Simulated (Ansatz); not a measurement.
## BaTiO$_{3}$: levels along high-symmetry lines

```
Ba Ti O
1.0
     2.82767    1.63255    2.31773
    -2.82767    1.63255    2.31773
     0.00000   -3.26511    2.31773
Ba Ti O
1 1 3
Cartesian
  0.0000 0.0000 0.0000
  0.0000 0.0000 3.5739
  0.0000 -1.5996 4.5536
  -1.3853 0.7998 4.5536
  1.3853 0.7998 4.5536
```

Atom numbers follow the list: Ba1, Ti2, O3, O4, O5.

The geometry is COD entry 9014756, unchecked; take it as a test cell.

Spin–orbit coupling is left out, though it moves levels of the heavy atoms by tenths of an eV or more.

These are results of DFT, LDA, all-electron LAPW, scalar-relativistic (Ansatz 0.2.0), not measurements.

The runs use a Γ-centred 9×9×9 k mesh, Fermi–Dirac smearing of 0.05 eV, basis error target 1 meV/atom, no spin polarisation.

Points in fractions of the reciprocal vectors of this cell: Γ (0, 0, 0), T (0.5, 0.5, 0.5), H2 (0.503, 0.497, 0.5), H0 (0.5, -0.497, 0.497), L (0.5, 0, 0), S0 (0.499, -0.499, 0), S2 (0.501, 0, 0.499), F (0.5, 0, 0.5). The path joins them by straight lines in the order Γ–T–H2–H0–L–Γ–S0–S2–F; legs that retrace an earlier one aren't tabulated. Energies are in eV from the top of the valence band.

Q: Metal or insulator at this level of theory?

A: An insulator or semiconductor: gap 2.32 eV, indirect from T (0.5, 0.5, 0.5) to Γ.

Q: Tabulate bands 32 to 39, counted from the lowest band of the run, along the path.

A: 
```json
{"k (1/Å)": "0.00", "point": "Γ", "band 32": "-1.33", "band 33": "-1.11", "band 34": "-0.48", "band 35": "-0.34", "band 36": "-0.34", "band 37": "2.32", "band 38": "2.32", "band 39": "2.46"}
{"k (1/Å)": "0.19", "point": "", "band 32": "-1.55", "band 33": "-1.06", "band 34": "-0.77", "band 35": "-0.43", "band 36": "-0.43", "band 37": "2.48", "band 38": "2.48", "band 39": "2.56"}
{"k (1/Å)": "0.39", "point": "", "band 32": "-1.95", "band 33": "-1.45", "band 34": "-0.92", "band 35": "-0.61", "band 36": "-0.61", "band 37": "2.85", "band 38": "2.85", "band 39": "2.85"}
{"k (1/Å)": "0.58", "point": "", "band 32": "-2.25", "band 33": "-2.22", "band 34": "-0.73", "band 35": "-0.73", "band 36": "-0.70", "band 37": "3.28", "band 38": "3.29", "band 39": "3.29"}
{"k (1/Å)": "0.77", "point": "", "band 32": "-2.38", "band 33": "-2.38", "band 34": "-0.67", "band 35": "-0.67", "band 36": "-0.46", "band 37": "3.72", "band 38": "3.74", "band 39": "3.74"}
{"k (1/Å)": "0.97", "point": "", "band 32": "-2.39", "band 33": "-2.39", "band 34": "-0.44", "band 35": "-0.44", "band 36": "-0.23", "band 37": "4.06", "band 38": "4.13", "band 39": "4.13"}
{"k (1/Å)": "1.16", "point": "", "band 32": "-2.36", "band 33": "-2.36", "band 34": "-0.15", "band 35": "-0.15", "band 36": "-0.06", "band 37": "4.29", "band 38": "4.40", "band 39": "4.40"}
{"k (1/Å)": "1.36", "point": "T", "band 32": "-2.34", "band 33": "-2.30", "band 34": "-0.01", "band 35": "-0.01", "band 36": "0.00", "band 37": "4.37", "band 38": "4.50", "band 39": "4.50"}
{"k (1/Å)": "1.36", "point": "", "band 32": "-2.34", "band 33": "-2.30", "band 34": "-0.01", "band 35": "-0.01", "band 36": "0.00", "band 37": "4.37", "band 38": "4.50", "band 39": "4.50"}
{"k (1/Å)": "1.36", "point": "", "band 32": "-2.34", "band 33": "-2.30", "band 34": "-0.01", "band 35": "-0.01", "band 36": "0.00", "band 37": "4.37", "band 38": "4.50", "band 39": "4.50"}
{"k (1/Å)": "1.36", "point": "", "band 32": "-2.34", "band 33": "-2.30", "band 34": "-0.01", "band 35": "-0.01", "band 36": "0.00", "band 37": "4.37", "band 38": "4.50", "band 39": "4.50"}
{"k (1/Å)": "1.36", "point": "", "band 32": "-2.34", "band 33": "-2.30", "band 34": "-0.01", "band 35": "-0.01", "band 36": "0.00", "band 37": "4.37", "band 38": "4.50", "band 39": "4.50"}
{"k (1/Å)": "1.36", "point": "", "band 32": "-2.34", "band 33": "-2.30", "band 34": "-0.01", "band 35": "-0.01", "band 36": "0.00", "band 37": "4.37", "band 38": "4.50", "band 39": "4.50"}
{"k (1/Å)": "1.36", "point": "", "band 32": "-2.34", "band 33": "-2.30", "band 34": "-0.01", "band 35": "-0.01", "band 36": "0.00", "band 37": "4.37", "band 38": "4.50", "band 39": "4.50"}
{"k (1/Å)": "1.36", "point": "H2", "band 32": "-2.34", "band 33": "-2.30", "band 34": "-0.01", "band 35": "-0.01", "band 36": "0.00", "band 37": "4.37", "band 38": "4.50", "band 39": "4.50"}
{"k (1/Å)": "1.58", "point": "", "band 32": "-2.37", "band 33": "-2.33", "band 34": "-0.22", "band 35": "-0.22", "band 36": "-0.02", "band 37": "4.25", "band 38": "4.36", "band 39": "4.43"}
{"k (1/Å)": "1.81", "point": "", "band 32": "-2.50", "band 33": "-2.37", "band 34": "-0.60", "band 35": "-0.59", "band 36": "-0.04", "band 37": "4.01", "band 38": "4.09", "band 39": "4.31"}
{"k (1/Å)": "2.03", "point": "", "band 32": "-2.68", "band 33": "-1.75", "band 34": "-0.82", "band 35": "-0.79", "band 36": "-0.05", "band 37": "3.88", "band 38": "3.90", "band 39": "4.23"}
{"k (1/Å)": "2.25", "point": "", "band 32": "-2.68", "band 33": "-1.75", "band 34": "-0.82", "band 35": "-0.79", "band 36": "-0.05", "band 37": "3.88", "band 38": "3.90", "band 39": "4.23"}
{"k (1/Å)": "2.48", "point": "", "band 32": "-2.50", "band 33": "-2.37", "band 34": "-0.60", "band 35": "-0.59", "band 36": "-0.04", "band 37": "4.01", "band 38": "4.09", "band 39": "4.31"}
{"k (1/Å)": "2.70", "point": "", "band 32": "-2.37", "band 33": "-2.33", "band 34": "-0.22", "band 35": "-0.22", "band 36": "-0.02", "band 37": "4.25", "band 38": "4.36", "band 39": "4.43"}
{"k (1/Å)": "2.92", "point": "H0", "band 32": "-2.34", "band 33": "-2.30", "band 34": "-0.01", "band 35": "-0.01", "band 36": "0.00", "band 37": "4.37", "band 38": "4.50", "band 39": "4.50"}
{"k (1/Å)": "3.08", "point": "", "band 32": "-2.35", "band 33": "-2.31", "band 34": "-0.13", "band 35": "-0.10", "band 36": "-0.04", "band 37": "4.30", "band 38": "4.43", "band 39": "4.45"}
{"k (1/Å)": "3.24", "point": "", "band 32": "-2.37", "band 33": "-2.31", "band 34": "-0.40", "band 35": "-0.27", "band 36": "-0.16", "band 37": "4.09", "band 38": "4.25", "band 39": "4.32"}
{"k (1/Å)": "3.40", "point": "", "band 32": "-2.38", "band 33": "-2.23", "band 34": "-0.71", "band 35": "-0.47", "band 36": "-0.37", "band 37": "3.74", "band 38": "4.06", "band 39": "4.16"}
{"k (1/Å)": "3.55", "point": "", "band 32": "-2.37", "band 33": "-1.97", "band 34": "-0.89", "band 35": "-0.70", "band 36": "-0.66", "band 37": "3.28", "band 38": "3.90", "band 39": "4.01"}
{"k (1/Å)": "3.71", "point": "", "band 32": "-2.32", "band 33": "-1.62", "band 34": "-1.08", "band 35": "-0.95", "band 36": "-0.82", "band 37": "2.84", "band 38": "3.81", "band 39": "3.92"}
{"k (1/Å)": "3.87", "point": "", "band 32": "-2.20", "band 33": "-1.48", "band 34": "-1.31", "band 35": "-1.19", "band 36": "-0.72", "band 37": "2.55", "band 38": "3.79", "band 39": "3.88"}
{"k (1/Å)": "4.03", "point": "L", "band 32": "-2.10", "band 33": "-1.68", "band 34": "-1.63", "band 35": "-0.92", "band 36": "-0.79", "band 37": "2.47", "band 38": "3.79", "band 39": "3.88"}
{"k (1/Å)": "4.14", "point": "", "band 32": "-2.06", "band 33": "-1.67", "band 34": "-1.60", "band 35": "-0.89", "band 36": "-0.77", "band 37": "2.46", "band 38": "3.72", "band 39": "3.80"}
{"k (1/Å)": "4.25", "point": "", "band 32": "-1.96", "band 33": "-1.60", "band 34": "-1.51", "band 35": "-0.82", "band 36": "-0.72", "band 37": "2.44", "band 38": "3.51", "band 39": "3.59"}
{"k (1/Å)": "4.36", "point": "", "band 32": "-1.83", "band 33": "-1.50", "band 34": "-1.33", "band 35": "-0.70", "band 36": "-0.63", "band 37": "2.42", "band 38": "3.21", "band 39": "3.29"}
{"k (1/Å)": "4.48", "point": "", "band 32": "-1.69", "band 33": "-1.36", "band 34": "-1.08", "band 35": "-0.55", "band 36": "-0.53", "band 37": "2.39", "band 38": "2.89", "band 39": "2.95"}
{"k (1/Å)": "4.59", "point": "", "band 32": "-1.53", "band 33": "-1.23", "band 34": "-0.82", "band 35": "-0.44", "band 36": "-0.41", "band 37": "2.36", "band 38": "2.63", "band 39": "2.63"}
{"k (1/Å)": "4.70", "point": "", "band 32": "-1.39", "band 33": "-1.14", "band 34": "-0.60", "band 35": "-0.37", "band 36": "-0.34", "band 37": "2.33", "band 38": "2.40", "band 39": "2.50"}
{"k (1/Å)": "4.81", "point": "Γ", "band 32": "-1.33", "band 33": "-1.11", "band 34": "-0.48", "band 35": "-0.34", "band 36": "-0.34", "band 37": "2.32", "band 38": "2.32", "band 39": "2.46"}
{"k (1/Å)": "4.97", "point": "", "band 32": "-1.42", "band 33": "-1.16", "band 34": "-0.71", "band 35": "-0.38", "band 36": "-0.32", "band 37": "2.35", "band 38": "2.46", "band 39": "2.53"}
{"k (1/Å)": "5.13", "point": "", "band 32": "-1.68", "band 33": "-1.20", "band 34": "-1.08", "band 35": "-0.51", "band 36": "-0.41", "band 37": "2.50", "band 38": "2.73", "band 39": "2.79"}
{"k (1/Å)": "5.29", "point": "", "band 32": "-1.97", "band 33": "-1.51", "band 34": "-1.10", "band 35": "-0.73", "band 36": "-0.48", "band 37": "2.79", "band 38": "3.03", "band 39": "3.19"}
{"k (1/Å)": "5.45", "point": "", "band 32": "-2.24", "band 33": "-1.61", "band 34": "-1.03", "band 35": "-0.99", "band 36": "-0.41", "band 37": "3.15", "band 38": "3.36", "band 39": "3.58"}
{"k (1/Å)": "5.60", "point": "", "band 32": "-2.47", "band 33": "-1.51", "band 34": "-1.14", "band 35": "-0.94", "band 36": "-0.25", "band 37": "3.50", "band 38": "3.63", "band 39": "3.91"}
{"k (1/Å)": "5.76", "point": "", "band 32": "-2.63", "band 33": "-1.56", "band 34": "-0.95", "band 35": "-0.87", "band 36": "-0.11", "band 37": "3.76", "band 38": "3.81", "band 39": "4.14"}
{"k (1/Å)": "5.92", "point": "S0", "band 32": "-2.71", "band 33": "-1.61", "band 34": "-0.85", "band 35": "-0.81", "band 36": "-0.05", "band 37": "3.87", "band 38": "3.87", "band 39": "4.22"}
{"k (1/Å)": "6.08", "point": "", "band 32": "-2.64", "band 33": "-1.72", "band 34": "-0.86", "band 35": "-0.82", "band 36": "-0.09", "band 37": "3.80", "band 38": "3.89", "band 39": "4.19"}
{"k (1/Å)": "6.24", "point": "", "band 32": "-2.49", "band 33": "-1.95", "band 34": "-0.85", "band 35": "-0.81", "band 36": "-0.19", "band 37": "3.65", "band 38": "3.93", "band 39": "4.14"}
{"k (1/Å)": "6.39", "point": "", "band 32": "-2.39", "band 33": "-2.11", "band 34": "-0.82", "band 35": "-0.67", "band 36": "-0.40", "band 37": "3.54", "band 38": "3.96", "band 39": "4.09"}
{"k (1/Å)": "6.55", "point": "", "band 32": "-2.39", "band 33": "-2.11", "band 34": "-0.82", "band 35": "-0.67", "band 36": "-0.40", "band 37": "3.54", "band 38": "3.96", "band 39": "4.09"}
{"k (1/Å)": "6.71", "point": "", "band 32": "-2.49", "band 33": "-1.95", "band 34": "-0.85", "band 35": "-0.81", "band 36": "-0.19", "band 37": "3.65", "band 38": "3.93", "band 39": "4.14"}
{"k (1/Å)": "6.87", "point": "", "band 32": "-2.64", "band 33": "-1.72", "band 34": "-0.86", "band 35": "-0.82", "band 36": "-0.09", "band 37": "3.80", "band 38": "3.89", "band 39": "4.19"}
{"k (1/Å)": "7.03", "point": "S2", "band 32": "-2.71", "band 33": "-1.61", "band 34": "-0.85", "band 35": "-0.81", "band 36": "-0.05", "band 37": "3.87", "band 38": "3.87", "band 39": "4.22"}
{"k (1/Å)": "7.03", "point": "", "band 32": "-2.71", "band 33": "-1.61", "band 34": "-0.85", "band 35": "-0.81", "band 36": "-0.05", "band 37": "3.87", "band 38": "3.87", "band 39": "4.22"}
{"k (1/Å)": "7.03", "point": "", "band 32": "-2.71", "band 33": "-1.61", "band 34": "-0.85", "band 35": "-0.81", "band 36": "-0.05", "band 37": "3.87", "band 38": "3.87", "band 39": "4.22"}
{"k (1/Å)": "7.03", "point": "", "band 32": "-2.71", "band 33": "-1.61", "band 34": "-0.85", "band 35": "-0.81", "band 36": "-0.05", "band 37": "3.87", "band 38": "3.87", "band 39": "4.22"}
{"k (1/Å)": "7.03", "point": "", "band 32": "-2.71", "band 33": "-1.61", "band 34": "-0.85", "band 35": "-0.81", "band 36": "-0.05", "band 37": "3.87", "band 38": "3.87", "band 39": "4.22"}
{"k (1/Å)": "7.03", "point": "", "band 32": "-2.71", "band 33": "-1.61", "band 34": "-0.85", "band 35": "-0.81", "band 36": "-0.05", "band 37": "3.87", "band 38": "3.87", "band 39": "4.22"}
{"k (1/Å)": "7.03", "point": "", "band 32": "-2.71", "band 33": "-1.61", "band 34": "-0.85", "band 35": "-0.81", "band 36": "-0.05", "band 37": "3.87", "band 38": "3.87", "band 39": "4.22"}
{"k (1/Å)": "7.03", "point": "F", "band 32": "-2.71", "band 33": "-1.61", "band 34": "-0.85", "band 35": "-0.81", "band 36": "-0.05", "band 37": "3.87", "band 38": "3.87", "band 39": "4.22"}
```

Kohn–Sham gaps of semilocal functionals usually fall short of measured ones.
